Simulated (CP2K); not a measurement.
Write the native input for CP2K 2026.2 that does the following.

* Task: single point
* Functional: PBE
* Dispersion: D3
* Potentials or basis: POTENTIAL_UZH Ti GTH-PBE-q12, O GTH-PBE-q6; DZVP-MOLOPT-PBE-GTH basis
* Density cutoff: 8163 eV
* k mesh: 5 × 4 × 4
* Occupations: fermi-dirac, width 0.05 eV
* Spin: no spin polarisation
* SCF solver: diagonalisation with k points
* Quickstep method: GPW
* EPS_DEFAULT: 1.0E-9
* EPS_SCF: 1.0E-6
* MAX_SCF: 100
* SCF_GUESS: ATOMIC
* k points reduced by the point group: yes
* Mesh centred on Gamma: yes
* CHOLESKY: OFF
* EPS_EIGVAL: 1.0E-7
* MIXING METHOD: BROYDEN_MIXING
* MIXING ALPHA: 0.4
* NBUFFER: 8
* NGRIDS: 4
* Basis sets: Ti DZVP-MOLOPT-PBE-GTH-q12, O DZVP-MOLOPT-PBE-GTH-q6
* Potentials: Ti GTH-PBE-q12 of POTENTIAL_UZH, O GTH-PBE-q6 of POTENTIAL_UZH
* ADDED_MOS: [33]
* REL_CUTOFF (Ry): 60 Ry
* MIXING BETA (1/bohr): 1.5 1/bohr
* CUTOFF of the grids: 600 Ry
* Cutoff radius of the dispersion sum (A): 20

TiO2:

```
Ti O
1.0
     5.30748    0.00000    0.00000
    -2.93252    4.83787    0.00000
    -0.10899    0.15881    6.10366
Ti O
3 6
Direct
  0.44870 0.99488 0.32984
  0.00721 0.45795 0.66406
  0.54072 0.54179 0.99848
  0.40516 0.29946 0.20264
  0.69925 0.10505 0.55972
  0.90788 0.61164 0.89051
  0.29793 0.41377 0.77436
  0.09823 0.68264 0.45277
  0.59491 0.89282 0.12762
```

The cell comes from a database or a generator and needn't be the stable form of this composition.

The cell isn't the ideal one: all atoms moved at random.

These files were run (other wordings do the same):

tio2_scf.inp

```
&GLOBAL
  PROJECT tio2_scf
  RUN_TYPE ENERGY_FORCE
  PRINT_LEVEL LOW
&END GLOBAL
&FORCE_EVAL
  METHOD QS
  STRESS_TENSOR ANALYTICAL
  &DFT
    BASIS_SET_FILE_NAME BASIS_MOLOPT_UZH
    POTENTIAL_FILE_NAME POTENTIAL_UZH
    &MGRID
      CUTOFF 600
      REL_CUTOFF 60
      NGRIDS 4
    &END MGRID
    &QS
      METHOD GPW
      EPS_DEFAULT 1.0E-9
    &END QS
    &KPOINTS
      SCHEME MONKHORST-PACK 5 4 4
      GAMMA_CENTERED T
      SYMMETRY T
      SYMMETRY_BACKEND SPGLIB
    &END KPOINTS
    &SCF
      SCF_GUESS ATOMIC
      EPS_SCF 1.0E-6
      MAX_SCF 100
      ADDED_MOS 33
      CHOLESKY OFF
      EPS_EIGVAL 1.0E-7
      &DIAGONALIZATION ON
        ALGORITHM STANDARD
      &END DIAGONALIZATION
      &MIXING ON
        METHOD BROYDEN_MIXING
        ALPHA 0.4
        BETA 1.5
        NBUFFER 8
      &END MIXING
      &SMEAR ON
        METHOD FERMI_DIRAC
        ELECTRONIC_TEMPERATURE [K] 580.226
      &END SMEAR
    &END SCF
    &XC
      &XC_FUNCTIONAL
        &GGA_X_PBE
        &END GGA_X_PBE
        &GGA_C_PBE
        &END GGA_C_PBE
      &END XC_FUNCTIONAL
      &VDW_POTENTIAL
        POTENTIAL_TYPE PAIR_POTENTIAL
        &PAIR_POTENTIAL
          TYPE DFTD3
          REFERENCE_FUNCTIONAL PBE
          PARAMETER_FILE_NAME dftd3.dat
          R_CUTOFF 20
        &END PAIR_POTENTIAL
      &END VDW_POTENTIAL
    &END XC
    &PRINT
      &KPOINTS ON
      &END KPOINTS
      &MULLIKEN ON
      &END MULLIKEN
      &MO ON
        ENERGIES T
        OCCUPATION_NUMBERS T
        &EACH
          QS_SCF 0
        &END EACH
        ADD_LAST NUMERIC
      &END MO
      &LOWDIN ON
      &END LOWDIN
      &HIRSHFELD ON
        SHAPE_FUNCTION DENSITY
      &END HIRSHFELD
    &END PRINT
  &END DFT
  &SUBSYS
    &CELL
      A 5.3074816657 0.0000000000 0.0000000000
      B -2.9325159151 4.8378718925 0.0000000000
      C -0.1089893390 0.1588118443 6.1036612027
      PERIODIC XYZ
    &END CELL
    &COORD
      SCALED
      Ti  0.4487013300 0.9948786500 0.3298353100
      Ti  0.0072116800 0.4579482900 0.6640610400
      Ti  0.5407189200 0.5417880500 0.9984839900
      O   0.4051578700 0.2994638000 0.2026395300
      O   0.6992494200 0.1050476900 0.5597218000
      O   0.9078825300 0.6116412400 0.8905135300
      O   0.2979333400 0.4137664700 0.7743565600
      O   0.0982321900 0.6826446500 0.4527687100
      O   0.5949127200 0.8928211600 0.1276195200
    &END COORD
    &KIND Ti
      BASIS_SET DZVP-MOLOPT-PBE-GTH-q12
      POTENTIAL GTH-PBE-q12
    &END KIND
    &KIND O
      BASIS_SET DZVP-MOLOPT-PBE-GTH-q6
      POTENTIAL GTH-PBE-q6
    &END KIND
    &PRINT
      &ATOMIC_COORDINATES ON
      &END ATOMIC_COORDINATES
      &CELL ON
      &END CELL
    &END PRINT
  &END SUBSYS
  &PRINT
    &FORCES ON
    &END FORCES
    &STRESS_TENSOR ON
    &END STRESS_TENSOR
  &END PRINT
&END FORCE_EVAL
```

Potentials or basis: POTENTIAL_UZH Ti GTH-PBE-q12, O GTH-PBE-q6; DZVP-MOLOPT-PBE-GTH basis.

Command:

```sh
$ OMP_NUM_THREADS=1 cp2k.psmp -i tio2_scf.inp -o tio2_scf.out
```

Results of the run:

```yaml
Pressure: 0.2 GPa
Largest_force: 4.345 eV/Å
Band_gap_on_the_k_mesh: 3.46 eV, indirect (least direct gap 3.55 eV)
Mulliken_charges: Ti +1.04, +0.99, +1.02; O -0.49, -0.54, -0.58, -0.46, -0.45, -0.52 e
Hirshfeld_charges: Ti +0.64, +0.61, +0.62; O -0.31, -0.32, -0.33, -0.30 e
```

Caveat: Mulliken charges move with the basis; an odd mesh through Γ misses points on the zone boundary, where band edges often lie; the basis of atomic orbitals isn't converged, which shifts pressures, moduli and gaps; forces of over 1 eV/Å show positions far from the minimum, so gaps and moduli don't describe the material at rest.

It took 83 s on 1 thread of Arm Neoverse V2, on a shared host, peak memory 0.76 GiB.
